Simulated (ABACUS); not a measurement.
# Li (Im-3m) in ABACUS: notebook

One crystal, Li, is run at these levels: BP86, HCTH407; tasks: single point, relaxation of cell and atoms.

Program: ABACUS 3.10.1. These are calculated values, not measurements. Logs are shortened: lines on timing, memory, paths and dates and some standing lists are left out, and cuts for length are marked.

### 1 Starting point

Symmetry: Im-3m, No. 229, cubic system. Conventional cell: a = 3.509 Å, b = 3.509 Å, c = 3.509 Å, α = 90.00°, β = 90.00°, γ = 90.00°. Li (site symmetry m-3m) has 8 Li at 3.04 Å as nearest neighbours.

### 2 Single point, BP86

INPUT reads:

```
INPUT_PARAMETERS
suffix              Li
calculation         scf
basis_type          pw
pseudo_dir          ./
symmetry            1
dft_functional      GGA_X_B88+GGA_C_P86
ecutwfc             74
pseudo_rcut         10
nspin               1
nbands              12
ks_solver           dav
smearing_method     fd
smearing_sigma      0.00367493
scf_thr             1e-08
scf_nmax            100
mixing_type         broyden
mixing_beta         0.7
cal_force           1
cal_stress          1
out_chg             1
kpar                4
```

STRU reads:

```
ATOMIC_SPECIES
Li 6.9400 Li.upf

LATTICE_CONSTANT
1.8897261246

LATTICE_VECTORS
-1.7546500000 1.7546500000 1.7546500000
1.7546500000 -1.7546500000 1.7546500000
1.7546500000 1.7546500000 -1.7546500000

ATOMIC_POSITIONS
Direct

Li
0.0
1
0.0000000000 0.0000000000 0.0000000000 1 1 1
```

KPT reads:

```
K_POINTS
0
Gamma
9 9 9 0 0 0
```

Potentials or basis: PseudoDojo NC SR 0.4.1 PBE standard, plane waves.

Launch:

```
$ OMP_NUM_THREADS=1 mpirun -np 4 abacus > log
```

running log:

```text
ABACUS v3.10.1

               Atomic-orbital Based Ab-initio Computation at UStc

 ------------------------------------------------------------------------------------

 READING GENERAL INFORMATION
                           global_out_dir = OUT.Li/
                           global_in_card = INPUT
                               pseudo_dir = ./
                              orbital_dir =
                                    DSIZE = 4
                                    GSIZE = 1

 READING UNITCELL INFORMATION
                                    ntype = 1
                  lattice constant (Bohr) = 1.88973
              lattice constant (Angstrom) = 1

 READING ATOM TYPE 1
                               atom label = Li
                      L=0, number of zeta = 1
                      L=1, number of zeta = 1
                      L=2, number of zeta = 1
             number of atom for this type = 1

                        TOTAL ATOM NUMBER = 1
DIRECT COORDINATES
    atom                   x                   y                   z     mag                  vx                  vy                  vz
taud_Li1            0.0000000000        0.0000000000        0.0000000000  0.0000        0.0000000000        0.0000000000        0.0000000000

                          Volume (Bohr^3) = 145.824
                             Volume (A^3) = 21.6088

 Lattice vectors: (Cartesian coordinate: in unit of a_0)
             -1.75465            +1.75465            +1.75465
             +1.75465            -1.75465            +1.75465
             +1.75465            +1.75465            -1.75465
 Reciprocal vectors: (Cartesian coordinate: in unit of 2 pi/a_0)
                   +0           +0.284957           +0.284957
            +0.284957                  +0           +0.284957
            +0.284957           +0.284957                  +0
 The esolver type has been set to : ksdft_pw

                PAO radial cut off (Bohr) = 10

 Read in pseudopotential file is Li.upf
                     pseudopotential type = NC
          exchange-correlation functional = PBE
                 nonlocal core correction = 0
                        valence electrons = 3
                                     lmax = 1
                           number of zeta = 2
                     number of projectors = 4
                           L of projector = 0
                           L of projector = 0
                           L of projector = 1
                           L of projector = 1
 XC functional updated to : GGA_X_B88+GGA_C_P86
          exchange-correlation functional = GGA_X_B88+GGA_C_P86
     initial pseudo atomic orbital number = 2

 SETUP THE ELECTRONS NUMBER
            electron number of element Li = 3
      total electron number of element Li = 3
            AUTOSET number of electrons:  = 3
                           occupied bands = 2
                                   NBANDS = 12
                                   NLOCAL = 9

%%%%%%%%%%%%%%%%%%%%%%%%%%%%%%%%%%%%%%%%%%%%%%%%%%%%%%%%%%%%%%%%%%%%%%%%%%%%%%%%%%%%%%%%%%%%%%%%%%%%%%%%%%
 Warning: the number of valence electrons in pseudopotential > 1 for Li: [He] 2s1
 Pseudopotentials with additional electrons can yield (more) accurate outcomes, but may be less efficient.
 If you're confident that your chosen pseudopotential is appropriate, you can safely ignore this warning.
%%%%%%%%%%%%%%%%%%%%%%%%%%%%%%%%%%%%%%%%%%%%%%%%%%%%%%%%%%%%%%%%%%%%%%%%%%%%%%%%%%%%%%%%%%%%%%%%%%%%%%%%%%

 SETUP THE PLANE WAVE BASIS
 energy cutoff for charge/potential (unit:Ry) = 296
            fft grid for charge/potential = [ 32, 32, 32 ]
                        fft grid division = [ 1, 1, 1 ]
        big fft grid for charge/potential = [ 32, 32, 32 ]
                                     nbxx = 32768
                                     nrxx = 32768

 SETUP PLANE WAVES FOR CHARGE/POTENTIAL
                    number of plane waves = 12527
                         number of sticks = 731

 PARALLEL PW FOR CHARGE/POTENTIAL
     PROC   COLUMNS(POT)             PW
        1            731          12527
 --------------- sum -------------------
        1            731          12527
                            number of |g| = 153
                                  max |g| = 26.6338
                                  min |g| = 0

----------- Double Check Mixing Parameters Begin ------------
mixing_type: broyden
[... 25 lines left out ...]
                                  BRAVAIS = BODY CENTERED CUBIC
                       LATTICE CONSTANT A = 3.5093
Original cell was already a primitive cell.
                        ROTATION MATRICES = 48
              PURE POINT GROUP OPERATIONS = 48
                   SPACE GROUP OPERATIONS = 48
                              POINT GROUP = O_h
               POINT GROUP IN SPACE GROUP = O_h

 SETUP K-POINTS
                                    nspin = 1
                   Input type of k points = Monkhorst-Pack(Gamma)
                                   nkstot = 729
                       right hand lattice = 1
(for reciprocal lattice: )
                             BRAVAIS TYPE = 3
                     BRAVAIS LATTICE NAME = 03. Cubic F (face-centered)
                                    ibrav = 3
                       right hand lattice = 1
(for k-lattice: )
                             BRAVAIS TYPE = 3
                     BRAVAIS LATTICE NAME = 03. Cubic F (face-centered)
                                    ibrav = 3
                       right hand lattice = 1
                        ROTATION MATRICES = 48
                               nkstot_ibz = 35
K-POINTS REDUCTION ACCORDING TO SYMMETRY
     IBZ    DIRECT_X    DIRECT_Y    DIRECT_Z  WEIGHT  ibz2bz
       1  0.00000000  0.00000000  0.00000000  0.0014       0
       2 -0.11111111  0.11111111  0.00000000  0.0165       1
       3 -0.22222222  0.22222222  0.00000000  0.0165       2
       4 -0.33333333  0.33333333  0.00000000  0.0165       3
       5 -0.44444444  0.44444444  0.00000000  0.0165       4
       6 -0.22222222  0.11111111  0.11111111  0.0329      10
[... 22 lines left out ...]
      29 -0.44444444  0.44444444  0.22222222  0.0329     203
      30 -0.44444444  0.33333333  0.33333333  0.0329     204
[... 5 further k points ...]

                               nkstot now = 35
[... K-POINTS DIRECT COORDINATES: 35 rows ...]

           k-point number in this process = 9
       minimum distributed K point number = 8
[... stars of the k points ...]

[... K-POINTS CARTESIAN COORDINATES: 9 rows ...]

[... K-POINTS DIRECT COORDINATES: 9 rows ...]

 SETUP PLANE WAVES FOR WAVE FUNCTIONS
     energy cutoff for wavefunc (unit:Ry) = 74
              fft grid for wave functions = [ 32, 32, 32 ]
                    number of plane waves = 2243
                         number of sticks = 229

 PARALLEL PW FOR WAVE FUNCTIONS
     PROC   COLUMNS(POT)             PW
        1            229           2243
 --------------- sum -------------------
        1            229           2243

 SETUP NONLOCAL PSEUDOPOTENTIALS IN PLANE WAVE BASIS
 Li non-local projectors:
 projector 1 L=0
 projector 2 L=0
 projector 3 L=1
 projector 4 L=1
      TOTAL NUMBER OF NONLOCAL PROJECTORS = 8

 Init Non-Local PseudoPotential table :
 Init Non-Local-Pseudopotential done.

                                     npwx = 1579

 Make real space PAO into reciprocal space.
       max mesh points in Pseudopotential = 1001
     dq(describe PAO in reciprocal space) = 0.01
                                    max q = 1037

 number of pseudo atomic orbitals for Li is 2
WARNING: norm of atomic wavefunction # 2 of atomic type Li is 0.997717, renormalized

 -------------------------------------------
 SELF-CONSISTENT
 -------------------------------------------
                                 init_chg = atomic

 PW ALGORITHM --------------- ION=   1  ELEC=   1--------------------------------
 Notice: Threshold on eigenvalues was too large.
 hsover_error=0.03 > DRHO=0.000236894
 Origin diag ethr = 0.01
 New diag ethr = 7.89645e-06

 Density error is 0.000237684998447
                          Error Threshold = 7.89645165472e-06
----------------------------------------------------------
     Energy           Rydberg                 eV
----------------------------------------------------------
 E_KohnSham     -14.4334825876       -196.3776051748
 E_Harris       -14.4681584415       -196.8493943705
 E_Fermi        0.0575929042         0.7835916609
----------------------------------------------------------
[... 27 lines left out ...]
 Density error is 1.7156685471e-09
                          Error Threshold = 1.50334970991e-08
----------------------------------------------------------
     Energy           Rydberg                 eV
----------------------------------------------------------
 E_KohnSham     -14.4335133511       -196.3780237334
 E_KS(sigma->0) -14.4333255955       -196.3754691878
 E_Harris       -14.4335336913       -196.3783004762
 E_band         -6.7976092833        -92.4862190306
 E_one_elec     -9.7786778239        -133.0457373112
 E_Hartree      3.6443731725         49.5842407841
 E_xc           -3.3599010197        -45.7137985838
 E_Ewald        -4.9389321688        -67.1976195312
 E_entropy(-TS) -0.0003755111        -0.0051090912
 E_descf        0.0000000000         0.0000000000
 E_exx          0.0000000000         0.0000000000
 E_Fermi        0.0562409523         0.7651974118
----------------------------------------------------------

 charge density convergence is achieved
 final etot is -196.37802373 eV
 EFERMI = 0.76519741183 eV

 STATE ENERGY(eV) AND OCCUPATIONS    NSPIN == 1
 1/9 kpoint (Cartesian) = 0.0000 0.0000 0.0000 (1553 pws)
       1       -45.9682     0.00274348
       2       -2.71766     0.00274348
       3        14.8935        0.00000
       4        14.8935        0.00000
       5        14.8935        0.00000
       6        19.3945        0.00000
       7        19.3945        0.00000
       8        19.3945        0.00000
       9        20.3088        0.00000
      10        20.3088        0.00000
      11        20.6017        0.00000
      12        20.6017        0.00000
[... 57 lines left out ...]
 6/9 kpoint (Cartesian) = 0.063324 -0.031662 -0.031662 (1556 pws)
       1       -45.9635      0.0658436
       2       -2.02710      0.0658436
       3        11.6107        0.00000
       4        11.9522        0.00000
       5        13.3776        0.00000
       6        16.9328        0.00000
       7        17.2223        0.00000
       8        19.3783        0.00000
       9        21.3743        0.00000
      10        23.3354        0.00000
      11        23.4873        0.00000
      12        27.3648        0.00000

[... levels at 3 further k points ...]

------------------------------------------------------------------------------------------
 TOTAL-FORCE (eV/Angstrom)
------------------------------------------------------------------------------------------
                       Li1         0.0000000000         0.0000000000         0.0000000000
------------------------------------------------------------------------------------------

----------------------------------------------------------------
 TOTAL-STRESS (KBAR)
----------------------------------------------------------------
        -5.2951948729         0.0000000000         0.0000000000
         0.0000000000        -5.2951948729        -0.0000000000
        -0.0000000000        -0.0000000000        -5.2951948729
----------------------------------------------------------------
 TOTAL-PRESSURE: -5.295195 KBAR

 --------------------------------------------
 !FINAL_ETOT_IS -196.3780237333840546 eV
 --------------------------------------------
```

Run time: 3.8 s. Hardware: 4 MPI ranks of AMD EPYC 7R43 (Zen 3), shared host; peak memory 0.2 GiB.

What came out:

| Quantity | Value |
| --- | --- |
| Free energy | -196.3780 eV |
| Pressure | -0.5 GPa |
| Band gap on the k mesh | none (metal or under the smearing width) |

Levels at points of the mesh, in eV from the Fermi level:
```tsv
k point	band 1	band 2	band 3	band 4	band 5
(0.00, 0.00, 0.00)	-46.73	-3.48	14.13	14.13	14.13
```

Caveat: the potentials were made for another functional, which shifts forces and pressure.

(Continued in part 2 of 2.)
